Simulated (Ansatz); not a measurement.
Write the native input for Ansatz 0.2.0 that does the following.

- Task: relaxation of cell and atoms
- Functional: revPBE
- Potentials or basis: Ansatz PAW
- Cutoff: 420 eV (not typed: the program's choice for these potentials)
- k mesh: 7 × 7 × 4
- Occupations: fermi-dirac, width 0.05 eV
- Spin: no spin polarisation

Crystal: Si2Mo.

```
Mo Si
1.0
     4.58547    0.00000    0.00000
    -2.29274    3.97113    0.00000
     0.00000    0.00000    6.57976
Mo Si
3 6
Direct
  0.50000 0.50000 0.83333
  0.00000 0.50000 0.16667
  0.50000 0.00000 0.50000
  0.16387 0.32775 0.50000
  0.67225 0.83613 0.16667
  0.83613 0.16387 0.83333
  0.83613 0.67225 0.50000
  0.32775 0.16387 0.16667
  0.16387 0.83613 0.83333
```

Measurements of this composition are mostly on another form, of space group No. 139.

The input as run:

input.yaml

```yaml
crystal:
  lattice:
    - [4.5854715599, 0.0, 0.0]
    - [-2.29273578, 3.9711348592, 0.0]
    - [0.0, 0.0, 6.5797601]
  atoms:
    - { symbol: Mo, position: [0.5, 0.5, 0.8333333333] }
    - { symbol: Mo, position: [0.0, 0.5, 0.1666666667] }
    - { symbol: Mo, position: [0.5, 0.0, 0.5] }
    - { symbol: Si, position: [0.16387298, 0.32774596, 0.5] }
    - { symbol: Si, position: [0.67225404, 0.83612702, 0.1666666667] }
    - { symbol: Si, position: [0.83612702, 0.16387298, 0.8333333333] }
    - { symbol: Si, position: [0.83612702, 0.67225404, 0.5] }
    - { symbol: Si, position: [0.32774596, 0.16387298, 0.1666666667] }
    - { symbol: Si, position: [0.16387298, 0.83612702, 0.8333333333] }
hamiltonian:
  xc: revpbe
  pseudopotentials: { kind: paw }
kpoints:
  mp_grid: { grid: [7, 7, 4] }
scf:
  occupations: { method: fermi_dirac, width: 0.05 }
output:
  forces: true
  stress: true
  eigenvalues: true
relax:
  f_tol: 0.01
  max_steps: 40
  cell: { stress_tol: 0.05 }
```

Potentials or basis: Ansatz PAW.

Command:

```sh
$ ansatz run input.yaml --threads 4 --pin off --max-ram 11264MiB --backend cpu --events-out ev --progress --plain --runs-dir out
```

It gave:

```json
{"Relaxed volume": "13.66 Å³/atom", "Relaxed cell": "a = 4.628 Å, b = 4.628 Å, c = 6.628 Å, α = 90.00°, β = 90.00°, γ = 120.00°", "Space group after relaxing (to 0.05 Å)": "P6_222 (No. 180)", "Energy gained by relaxing": "5.9 meV/atom", "Ionic steps": "5", "Pressure after relaxing": "0.0 GPa", "Band gap on the k mesh": "0.28 eV, indirect (least direct gap 0.61 eV)"}
```

Caveat: odd divisions of the mesh miss points on the zone boundary, where band edges often lie, so the gap on the mesh can be too wide; the plane-wave basis is chosen anew once the cell has moved, so the energies of steps on either side of that aren't comparable; the PAW data sets come from PBE, with cores solved anew for the run's functional, which leaves a small shift of forces and pressure.

It took 16 s on 4 threads of Arm Neoverse V2 (shared host), peak memory 0.47 GiB.
